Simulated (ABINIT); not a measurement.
Crystal: PbO2.

```xyz
3
Lattice="0.0000 2.7020 2.7020 2.7020 0.0000 2.7020 2.7020 2.7020 0.0000" Properties=species:S:1:pos:R:3 pbc="T T T"
Pb    0.0000    0.0000    0.0000
O     4.0530    4.0530    4.0530
O     1.3510    1.3510    1.3510
```

The cell comes from a database or a generator and needn't be the stable form of this composition.

Base run:

| Item | Value |
| --- | --- |
| Program | ABINIT 10.8.3 (patched build) |
| Functional | PBE |
| Potentials or basis | SPMS NC PBE v1.0 |
| Cutoff | 1088 eV |
| k mesh | 9 × 9 × 9 |
| Occupations | fermi-dirac, width 0.05 eV |
| Spin | no spin polarisation |

Its results: band gap on the k mesh none (metal or under the smearing width); pressure -0.4 GPa.

**Question.** The run is repeated on the same cell with these changes: potentials or basis from SPMS NC PBE v1.0 to SG15 NC PBE v1.2; cutoff from 1088 eV to 1143 eV. What comes out?

**Answer.** Band gap on the k mesh none (metal or under the smearing width); pressure 0.5 GPa.
